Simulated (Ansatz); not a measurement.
# ZrSe$_{2}$: do energies and stresses tell the same story?

All numbers below come from DFT PBE+D3(BJ), scalar-relativistic, plane waves, PAW in Ansatz 0.2.0.

Settings: cutoff 420 eV, Γ-centred mesh 15×15×8 on the computed 3-atom cell, Gaussian smearing of 0.10 eV; no spin polarisation.

Relaxed cell: P-3m1, a = 3.736 Å, b = 3.736 Å, c = 6.036 Å, α = 90.00°, β = 90.00°, γ = 120.00°, 3 atoms in the primitive cell.

Energies at zero smearing and pressures from the stress tensor, at volumes with shape and atoms relaxed:
```tsv
V (Å³/atom)	E − E(first) (meV/atom)	P (GPa)
21.405	0.00	6.70
22.135	-25.24	4.39
22.864	-41.06	2.53
23.594	-49.29	1.09
24.324	-51.65	-0.02
25.054	-49.60	-0.86
25.783	-44.31	-1.43
26.756	-34.17	-1.84
```

Question: Check P = −dE/dV between neighbouring volumes, and get the bulk modulus from the pressures alone.

Answer: With 1 eV/Å³ = 160.2 GPa:
```json
{"middle V (Å³/atom)": "21.770", "−ΔE/ΔV (GPa)": "5.542", "mean P (GPa)": "5.543"}
{"middle V (Å³/atom)": "22.500", "−ΔE/ΔV (GPa)": "3.473", "mean P (GPa)": "3.458"}
{"middle V (Å³/atom)": "23.229", "−ΔE/ΔV (GPa)": "1.808", "mean P (GPa)": "1.806"}
{"middle V (Å³/atom)": "23.959", "−ΔE/ΔV (GPa)": "0.518", "mean P (GPa)": "0.534"}
{"middle V (Å³/atom)": "24.689", "−ΔE/ΔV (GPa)": "-0.451", "mean P (GPa)": "-0.437"}
{"middle V (Å³/atom)": "25.418", "−ΔE/ΔV (GPa)": "-1.160", "mean P (GPa)": "-1.143"}
{"middle V (Å³/atom)": "26.270", "−ΔE/ΔV (GPa)": "-1.671", "mean P (GPa)": "-1.636"}
```

The two differ by 0.03 GPa at most. The mean of two end pressures misses the average over a step by about ΔV² P″/12, up to 0.05 GPa here; with that taken off 0.05 GPa remains, from the smearing term (the stress is the derivative of the free energy), the finite cutoff, the mesh or the relaxation's tolerance. Around V = 24.324 Å³/atom, the two neighbours give B = −V ΔP/ΔV = 24.324 × 1.94 / 1.459 = 32.4 GPa, against B0 = 31.6 GPa from the Birch–Murnaghan fit of the energies.